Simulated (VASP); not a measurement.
A run of VASP 6.6.1 is set up as follows.

INCAR

```
ALGO = Normal
EDIFF = 1E-6
EDIFFG = -0.02
ENCUT = 600
GGA = PE
IBRION = 2
ISIF = 3
ISMEAR = 0
LASPH = T
LCHARG = F
LREAL = F
LWAVE = F
NELM = 100
NSW = 70
PREC = Accurate
SIGMA = 0.02
```

Contents of KPOINTS:

```
k-points
0
Gamma
  8 8 8
```

Contents of POSCAR:

```
CuI
1.0
    0.0000000000      3.0315000000      3.0315000000
    3.0315000000      0.0000000000      3.0315000000
    3.0315000000      3.0315000000      0.0000000000
Cu I
1 1
Direct
    0.7500000000      0.7500000000      0.7500000000
    0.0000000000      0.0000000000      0.0000000000
```

Potentials or basis: VASP PAW PBE potentials, release 64 (Cu, I).

Command:

```sh
$ cat potpaw_PBE.64/Cu/POTCAR potpaw_PBE.64/I/POTCAR > POTCAR
$ mpirun -np 1 vasp_std > vasp.out
```

(1) Estimate the relaxed volume.

(2) Predict the relaxed cell.

Results:

(1) 28.09 Å³/atom.

(2) a = 4.299 Å, b = 4.299 Å, c = 4.299 Å, α = 60.00°, β = 60.00°, γ = 60.00°.
